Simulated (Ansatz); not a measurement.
# KBr: stable or not

The structure comes from a generated guess, relaxed at this level; another structure or a mixture of phases may lie lower.

Computed with Ansatz, DFT PBE, scalar-relativistic, plane waves, PAW. Plane waves to 420 eV, a 6×6×1 mesh through Γ for the 2-atom cell and 0.02 eV Gaussian smearing; no spin polarisation.

The sheet is periodic along a and b; c holds vacuum.

```yaml
crystal:
  periodic: [true, true, false]
  lattice:
    - [4.56895, 0.00000, 0.00000]
    - [0.00000, 4.56895, 0.00000]
    - [0.00000, 0.00000, 26.30692]
  atoms:
    - { symbol: K, position: [0.50000, 0.50000, 0.30408] }
    - { symbol: Br, position: [0.00000, 0.00000, 0.30413] }
```

Energies over the elements count from the elements' standard structures at the same level, with no fitted energy shifts. The references include crystalline Br.

Task: These tests were run: energy against the elements; random kick, then relaxation without symmetry; phonons on a 3×3×1 q mesh. What do they show?

Result:

```csv
test,result
energy against the elements,−1.626 eV/atom
"random kick, then relaxation without symmetry",returns
phonons on a 3×3×1 q mesh,imaginary modes down to 7i cm⁻¹
```

It fails one test: phonons on a 3×3×1 q mesh. So it isn't even a local minimum.

The reference form of Br is held partly by dispersion forces, which this level lacks. The kick test ran on a coarse mesh. The run for the phonons used a 6×6×1 k mesh.
